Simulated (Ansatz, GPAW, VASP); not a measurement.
# NaI: programs and potentials compared

```
I Na
1.0
     0.00000    3.23640    3.23640
     3.23640    0.00000    3.23640
     3.23640    3.23640    0.00000
I Na
1 1
Direct
  0.50000 0.50000 0.50000
  0.00000 0.00000 0.00000
```

Alike in all runs: task single point; functional PBE; k mesh 7 × 7 × 7; occupations gaussian, width 0.1 eV; no spin polarisation; no spin-orbit coupling. Pressure is positive in compression and, in plane waves, holds the error of the finite cutoff.

```tsv
program and potentials	plane-wave cutoff (eV)	notes	pressure (GPa)
VASP, PBE PAW files I, Na_pv, 520 eV	520	-	0.44
Ansatz, all-electron LAPW, scalar-relativistic	-	-	0.43
GPAW, GPAW PAW data sets (gpaw-data 1.2.1)	800	-	0.44
```

The pressure spans 0.43 (Ansatz, all-electron LAPW, scalar-relativistic) to 0.44 GPa (VASP, PBE PAW files I, Na_pv, 520 eV), with all-electron results at 0.43.

The functional is the same throughout but for its coding, so the spread measures potentials, basis and numerics; runs on potential files found faulty are left out.
